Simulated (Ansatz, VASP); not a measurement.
# Two plane-wave programs on Pb

```xyz
2
Lattice="0.0000 3.5064 3.5064 3.5064 0.0000 3.5064 3.5064 3.5064 0.0000" Properties=species:S:1:pos:R:3 pbc="T T T"
Pb    0.0000    0.0000    0.0000
Pb    1.7532    1.7532    1.7532
```

Change from the starting cell: volume scaled by 1.06, PAW files.

Alike in both runs: task electric field gradients; functional PBE; k mesh 8 × 8 × 8; occupations fermi-dirac, width 0.05 eV; no spin polarisation.

|  | VASP | Ansatz |
| --- | --- | --- |
| version | VASP 6.6.1 | Ansatz 0.2.0 |
| potentials or method | VASP PAW PBE potentials, release 64 (Pb_d) | PAW with Ansatz's default frozen-core files, scalar-relativistic |
| plane-wave cutoff (eV) | 520 | 420 |
| valence electrons in the cell | 28 | 28 |

```tsv
	VASP	Ansatz	Ansatz less VASP
pressure (GPa)	0.5	0.5	+0.04
Vzz of the field gradient on the site that differs most (V/Å²)	0.0	0.0	0.00
```

With one functional, cell and mesh, what is left measures potentials, basis and numerics. Ansatz warned: «gradients_without_spin_orbit».

Spin-orbit coupling is left out, which matters for the levels of Pb.
